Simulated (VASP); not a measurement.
# Sb (I4/mmm) in VASP: further runs

The runs below take Sb through single point, with LDA.

Program: VASP 6.6.1. These are calculated values, not measurements. Logs are shortened: lines on timing, memory, paths and dates and some standing lists are left out, and cuts for length are marked.

## 1. The cell of the first run

It takes space group I4/mmm (No. 139, tetragonal). Conventional cell: a = 3.353 Å, b = 3.353 Å, c = 4.861 Å, α = 90.00°, β = 90.00°, γ = 90.00°. Sb (site symmetry 4/mmm) is surrounded by 12 Sb at 3.35 to 3.40 Å.

This isn't the form of Sb at room conditions, which is rhombohedral.

## 2. Single point, LDA (strain +0.0250 x Voigt [0, 1, 0, 0, 0, 0], atoms carried along)

INCAR

```
SYSTEM = Sb
PREC = Accurate
ENCUT = 520
EDIFF = 1E-6
ISMEAR = 0
SIGMA = 0.15
LREAL = .FALSE.
LASPH = .TRUE.
NELM = 100
ALGO = Fast
ISIF = 2
LWAVE = .FALSE.
LCHARG = .FALSE.
NBANDS = 8
```

KPOINTS

```
regular mesh
0
G
  18 18 18
  0 0 0
```

POSCAR

```
Sb
1.0
    0.0000000000      2.4305235846      2.3712425216
    2.3712425216      0.0000000000      2.3712425216
    2.3712425216      2.4305235846      0.0000000000
Sb
1
Direct
    0.0000000000      0.0000000000      0.0000000000
```

Potentials or basis: VASP PAW LDA potentials, release 64 (Sb).

Launch:

```sh
$ cat potpaw_LDA.64/Sb/POTCAR > POTCAR
$ mpirun -np 1 vasp_std > vasp.out
```

OUTCAR:

```text
SYSTEM = Sb
   PREC = Accurate
   ENCUT = 520
   EDIFF = 1E-6
   ISMEAR = 0
   LREAL = .FALSE.
   LASPH = .TRUE.
   NELM = 100
   ISIF = 2

 ion  position               nearest neighbor table
   1  0.000  0.000  0.000-

  LATTYP: Found a body centered tetragonal cell.
 ALAT       =     3.3534433337
 C/A-ratio  =     1.4495689014

  Lattice vectors:

 A1 = (   0.0000000000,  -2.4305235846,   2.3712425216)
 A2 = (   0.0000000000,  -2.4305235846,  -2.3712425216)
 A3 = (   2.3712425216,   2.4305235846,   0.0000000000)

Analysis of symmetry for initial positions (statically):
=====================================================================
 Subroutine PRICEL returns:
 Original cell was already a primitive cell.

 Routine SETGRP: Setting up the symmetry group for a
 body centered tetragonal supercell.

 Subroutine GETGRP returns: Found 16 space group operations
 (whereof 16 operations were pure point group operations)
 out of a pool of 16 trial point group operations.

The static configuration has the point symmetry D_4h.

Analysis of symmetry for dynamics (positions and initial velocities):
=====================================================================
 Subroutine PRICEL returns:
 Original cell was already a primitive cell.

 Routine SETGRP: Setting up the symmetry group for a
 body centered tetragonal supercell.

 Subroutine GETGRP returns: Found 16 space group operations
 (whereof 16 operations were pure point group operations)
 out of a pool of 16 trial point group operations.

The dynamic configuration has the point symmetry D_4h.

 Subroutine INISYM returns: Found 16 space group operations
 (whereof 16 operations are pure point group operations),
 and found     1 'primitive' translations

----------------------------------------------------------------------------------------

                                     Primitive cell

  volume of cell :      27.3327

  direct lattice vectors                    reciprocal lattice vectors
     0.000000000  2.430523585  2.371242522    -0.210859916  0.205716992  0.210859916
     2.371242522  0.000000000  2.371242522     0.210859916 -0.205716992  0.210859916
     2.371242522  2.430523585  0.000000000     0.210859916  0.205716992 -0.210859916

  length of vectors
     3.395620119  3.353443334  3.395620119     0.362275157  0.362275157  0.362275157

  position of ions in fractional coordinates (direct lattice)
     0.000000000  0.000000000  0.000000000

  ion indices of the primitive-cell ions
   primitive index   ion index
                 1           1

----------------------------------------------------------------------------------------

 KPOINTS: regular mesh

Automatic generation of k-mesh.
 Grid dimensions read from file:
 generate k-points for:   18   18   18

 Generating k-lattice:

  Cartesian coordinates                     Fractional coordinates (reciprocal lattice)
    -0.011714440  0.011428722  0.011714440     0.055555556  0.000000000 -0.000000000
     0.011714440 -0.011428722  0.011714440     0.000000000  0.055555556  0.000000000
     0.011714440  0.011428722 -0.011714440    -0.000000000  0.000000000  0.055555556

  Length of vectors
     0.020126398  0.020126398  0.020126398

  Shift w.r.t. Gamma in fractional coordinates (k-lattice)
     0.000000000  0.000000000  0.000000000

 Subroutine IBZKPT returns following result:
 ===========================================

 Found    480 irreducible k-points:

 Following reciprocal coordinates:
            Coordinates               Weight
  0.000000  0.000000  0.000000      1.000000
  0.055556  0.000000  0.000000      8.000000
  0.111111  0.000000  0.000000      8.000000
  0.166667  0.000000  0.000000      8.000000
  0.222222  0.000000  0.000000      8.000000
  0.277778  0.000000 -0.000000      8.000000
[... 16 lines left out ...]
 -0.277778  0.055556  0.000000     16.000000
 -0.222222  0.055556  0.000000     16.000000
 [... further k-points ...]
   k-points           NKPTS =    480   k-points in BZ     NKDIM =    480   number of bands    NBANDS=      8
   number of dos      NEDOS =    301   number of ions     NIONS =      1
   total plane-waves  NPLWV =  21952
   dimension x,y,z NGX =    28 NGY =   28 NGZ =   28
   dimension x,y,z NGXF=    56 NGYF=   56 NGZF=   56
   ions per type =               1
   NGX,Y,Z   is equivalent  to a cutoff of  13.71, 13.88, 13.71 a.u.
   NGXF,Y,Z  is equivalent  to a cutoff of  27.42, 27.76, 27.42 a.u.
 SYSTEM =  Sb
   PREC   = accura    normal or accurate (medium, high low for compatibility)
   ISTART =      0    job   : 0-new  1-cont  2-samecut
   ICHARG =      2    charge: 1-file 2-atom 10-const
   ISPIN  =      1    spin polarized calculation?
   LNONCOLLINEAR =      F non collinear calculations
   LSORBIT =      F    spin-orbit coupling
   LASPH  =      T    aspherical Exc in radial PAW
   ENCUT  =  520.0 eV  38.22 Ry    6.18 a.u.   6.31  6.24  6.31*2*pi/ulx,y,z
   NELM   =    100;   NELMIN=  2; NELMDL= -5     # of ELM steps
   EDIFF  = 0.1E-05   stopping-criterion for ELM
   LREAL  =      F    real-space projection
   EDIFFG = 0.1E-04   stopping-criterion for IOM
   NSW    =      0    number of steps for IOM
   IBRION =     -1    ionic relax: 0-MD 1-quasi-New 2-CG
   NFREE  =      0    steps in history (QN), initial steepest desc. (CG)
   ISIF   =      2    stress and relaxation
   ISYM   =      2    0-nonsym 1-usesym 2-fastsym
   POTIM  = 0.5000    time-step for ionic-motion
   TEBEG  =    0.0;   TEEND  =   0.0 temperature during run
   PSTRESS=    0.0 pullay stress
   NELECT =       5.0000    total number of electrons
   NUPDOWN=      -1.0000    fix difference up-down
   EMIN   =  10.00;   EMAX   =-10.00  energy-range for DOS
   EFERMI =   0.00;   METHOD = LEGACY
   ISMEAR =     0;   SIGMA  =   0.15  broadening in eV -4-tet -1-fermi 0-gaus
   EFERMI_NEDOS =   21; number of points for ismear=-14 and -15
   IALGO  =     68    algorithm
   IMIX   =      4    mixing-type and parameters
     AMIX     =   0.40;   BMIX     =  1.00
     AMIX_MAG =   1.60;   BMIX_MAG =  1.00
  volume/ion in A,a.u.               =      27.33       184.45
  Fermi-wavevector in a.u.,A,eV,Ry     =   0.929332  1.756183 11.750781  0.863658
  Thomas-Fermi vector in A             =   2.055603
   LORBIT       =      0    0 simple, 1 ext, 2 COOP (PROOUT), +10 PAW based schemes
   GGA     = CA    functional components
   LHFCALC =     F    Hartree Fock is set to
   AEXX    =    0.0000 exact exchange contribution
   IVDW    =     0    specifies the selected vdW correction
   LEPSILON=     F    determine dielectric tensor
   LRPA    =     F    only Hartree local field effects (RPA)
 non-spin polarized calculation
 RMM-DIIS sequential band-by-band and
 Gauss-broadening in eV      SIGMA  =   0.15
  energy-cutoff  :      520.00
  volume of cell :       27.33
 maximum number of plane-waves:       753
 NGX is ok and might be reduce to    28
   NGX = 13   NGY = 13   NGZ = 13

 number of electron       5.0000000 magnetization

 Free energy of the ion-electron system (eV)
  ---------------------------------------------------
  ext. energy  EPLUGINS =         0.00000000
  ---------------------------------------------------
  free energy    TOTEN  =        -4.51811061 eV

  energy without entropy =       -4.51026947  energy(sigma->0) =       -4.51419004

 E-fermi :   8.2250     XC(G=0): -10.3093

 val. band max:        8.2224141197   @ k =   0.3333  -0.1111   0.2778
 cond. band min:       8.2257431671   @ k =   0.4444   0.5000   0.0556
 fundamental gap:      0.0033290474
 Fermi energy:         8.2249638788

 k-point     1 :       0.0000    0.0000    0.0000
  band No.  band energies     occupation
      1      -4.6160      2.00000
      2      13.3252      0.00000
      3      13.3279      0.00000
      4      13.3279      0.00000
      5      17.8317      0.00000
      6      17.9883      0.00000
      7      17.9883      0.00000
      8      18.5503      0.00000

 k-point     2 :       0.0556    0.0000    0.0000
  band No.  band energies     occupation
      1      -4.5560      2.00000
      2      12.7427      0.00000
      3      13.2375      0.00000
      4      13.2587      0.00000
      5      17.4303      0.00000
      6      18.0121      0.00000
      7      18.1111      0.00000
      8      19.4355      0.00000

 k-point     3 :       0.1111    0.0000    0.0000
  band No.  band energies     occupation
      1      -4.3764      2.00000
      2      11.4002      0.00000
      3      13.0062      0.00000
      4      13.0766      0.00000
      5      16.9889      0.00000
      6      18.3223      0.00000
      7      18.4295      0.00000
      8      20.4251      0.00000

 k-point     4 :       0.1667    0.0000    0.0000
  band No.  band energies     occupation
      1      -4.0786      2.00000
      2       9.8050      0.00000
      3      12.7010      0.00000
      4      12.8345      0.00000
      5      16.6668      0.00000
      6      18.5322      0.00000
      7      18.7578      0.00000
      8      20.1557      0.00000

 k-point     5 :       0.2222    0.0000    0.0000
  band No.  band energies     occupation
      1      -3.6662      2.00000
      2       8.1793      1.33340
      3      12.3811      0.00000
      4      12.5807      0.00000
      5      16.4322      0.00000
      6      18.3053      0.00000
      7      18.7113      0.00000
      8      20.1954      0.00000
[... 177 lines left out ...]
 k-point    22 :      -0.3333    0.0556    0.0000
  band No.  band energies     occupation
      1      -2.2721      2.00000
      2       4.7850      2.00000
      3      11.2267      0.00000
      4      12.0649      0.00000
      5      16.5195      0.00000
      6      17.0711      0.00000
      7      17.5436      0.00000
      8      19.7557      0.00000

 k-point    23 :      -0.2778    0.0556    0.0000
  band No.  band energies     occupation
      1      -2.9058      2.00000
      2       6.1772      2.00000
      3      11.3575      0.00000
      4      12.3712      0.00000
      5      16.5825      0.00000
      6      17.4528      0.00000
      7      17.9132      0.00000
      8      20.2222      0.00000

 k-point    24 :      -0.2222    0.0556    0.0000
  band No.  band energies     occupation
      1      -3.4570      2.00000
      2       7.6998      2.00000
      3      11.5648      0.00000
      4      12.6972      0.00000
      5      16.6903      0.00000
      6      17.8858      0.00000
      7      18.3975      0.00000
      8      20.1300      0.00000

 [... further k-points ...]

------------------------ aborting loop because EDIFF is reached ----------------------------------------

  FORCE on cell =-STRESS in cart. coord.  units (eV):
  Direction    XX          YY          ZZ          XY          YZ          ZX
  --------------------------------------------------------------------------------------
  -------------------------------------------------------------------------------------
  Total       -0.6563112     -0.5769147     -0.6563112      0.0000000     -0.0000000      0.0000000
  in kB      -38.4714569    -33.8174165    -38.4714569      0.0000000     -0.0000000      0.0000000
  external PRESSURE =     -36.9201101 kB  Pullay stress =       0.0000000 kB

 VOLUME and BASIS-vectors are now :
 -----------------------------------------------------------------------------
  energy-cutoff  :      520.00
  volume of cell :       27.33
      direct lattice vectors                 reciprocal lattice vectors
     0.000000000  2.430523585  2.371242522    -0.210859916  0.205716992  0.210859916
     2.371242522  0.000000000  2.371242522     0.210859916 -0.205716992  0.210859916
     2.371242522  2.430523585  0.000000000     0.210859916  0.205716992 -0.210859916

 POSITION                                       TOTAL-FORCE (eV/Angst)
 -----------------------------------------------------------------------------------
      0.00000      0.00000      0.00000        -0.000000      0.000000      0.000000
 -----------------------------------------------------------------------------------
    total drift:                                0.000000      0.000000     -0.000000

  FREE ENERGIE OF THE ION-ELECTRON SYSTEM (eV)
  ---------------------------------------------------
  free  energy   TOTEN  =        -4.5181106056 eV

  energy  without entropy=       -4.5102694730  energy(sigma->0) =       -4.51419004
```

It took 56 s on 1 thread of AMD EPYC 9R45 (Zen 5), shared host; peak memory 0.19 GiB.

Results:

```
Free energy            : -4.5181 eV
Pressure               : -3.7 GPa
Band gap on the k mesh : none (metal or under the smearing width)
```

Levels at points of the mesh, in eV from the Fermi level:
```tsv
k point	band 1	band 2	band 3	band 4	band 5
(0.00, 0.00, 0.00)	-12.84	5.10	5.10	5.10	9.61
(0.50, 0.00, 0.00)	-9.20	-5.71	3.28	3.67	7.93
(0.50, 0.50, 0.00)	-7.55	-4.77	0.14	0.33	4.05
(0.50, 0.00, 0.50)	-7.85	-4.96	0.54	0.54	4.36
```

## 3. Single point, LDA (strain -0.0500 x Voigt [0, 1, 0, 0, 0, 0], atoms carried along)

INCAR

```
SYSTEM = Sb
  PREC = Accurate
  ENCUT = 520
  EDIFF = 1E-6
  ISMEAR = 0
  SIGMA = 0.15
  LREAL = .FALSE.
  LASPH = .TRUE.
  NELM = 100
  ALGO = Normal
  ISIF = 2
  LWAVE = .FALSE.
  LCHARG = .FALSE.
  NBANDS = 8
```

KPOINTS is that of step 2.

POSCAR

```
Sb
1.0
    0.0000000000      2.2526803955      2.3712425216
    2.3712425216      0.0000000000      2.3712425216
    2.3712425216      2.2526803955      0.0000000000
Sb
1
Direct
    0.0000000000      0.0000000000      0.0000000000
```

Potentials or basis: VASP PAW LDA potentials, release 64 (Sb).

Launch:

```sh
$ cat potpaw_LDA.64/Sb/POTCAR > POTCAR
$ mpirun -np 1 vasp_std > vasp.out
```

Run time: 36 s. Hardware: 1 thread of AMD EPYC 9R45 (Zen 5), shared host; peak memory 0.17 GiB.

Results (log left out):

- Free energy: -4.5380 eV
- Pressure: 1.3 GPa
- Band gap on the k mesh: none (metal or under the smearing width)

Stress tensor (GPa, compression positive):
```
1.74 0.00 0.00
0.00 0.32 0.00
0.00 0.00 1.74
```

Levels at points of the mesh, in eV from the Fermi level:
| k point | band 1 | band 2 | band 3 | band 4 | band 5 |
| --- | --- | --- | --- | --- | --- |
| (0.00, 0.00, 0.00) | -13.45 | 5.63 | 5.69 | 5.69 | 9.85 |
| (0.50, 0.00, 0.00) | -9.37 | -6.20 | 3.43 | 4.22 | 8.25 |
| (0.50, 0.50, 0.00) | -7.83 | -5.39 | 0.40 | 0.79 | 4.47 |
| (0.50, 0.00, 0.50) | -7.13 | -4.94 | -0.09 | -0.09 | 3.77 |

The run has no spin-orbit coupling, so splittings on Sb are missing.
